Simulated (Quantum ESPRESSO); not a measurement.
Au under changes of volume

One of the cells (17.651 Å³/atom); the others are scaled copies at fixed shape and fractional positions:

```
Au
1.0
     1.41131   -2.55593    0.00000
     1.41131    2.55593    0.00000
     0.00000    0.00000    4.89317
Au
2
Direct
  0.33467 0.66533 0.25000
  0.66533 0.33467 0.75000
```

This isn't the form of Au at room conditions, which is fcc.

| Quantity | Value |
| --- | --- |
| Program | Quantum ESPRESSO 7.5 |
| Functional | PBEsol |
| Potentials or basis | GBRV 1.5 PBEsol |
| Cutoff | 612 eV |
| Density cutoff | 4898 eV |
| k mesh | 11 × 11 × 6 |
| Occupations | fermi-dirac, width 0.05 eV |
| Spin | no spin polarisation |

```csv
volume (Å³/atom),energy over the lowest point (meV/atom),pressure (GPa),largest force (eV/Å)
16.592,?,?,?
16.945,0.00,0.8,0.035
17.298,1.99,-2.7,0.028
17.651,11.08,-5.7,0.021
18.004,26.34,-8.3,0.013
18.357,46.94,-10.5,0.006
18.710,72.14,-12.5,0.001
```

**Question.** What does the run at 16.592 Å³/atom give?

**Answer.** Energy over the lowest point 6.22 meV/atom; pressure 4.8 GPa; largest force 0.042 eV/Å.

Worked out: A Birch-Murnaghan fit of order 3 (a polynomial in V^(-2/3)) to the other rows has its minimum at 17.03 Å³/atom with B0 = V·E''(V) = 173 GPa and B' = 5.8 at fixed shape and positions, which overstates the stiffness. It gives 6.20 meV/atom at 16.592 Å³/atom, against the run's 6.22, and -dE/dV = 4.9 GPa, against 4.8.

Energies are extrapolated to zero smearing.
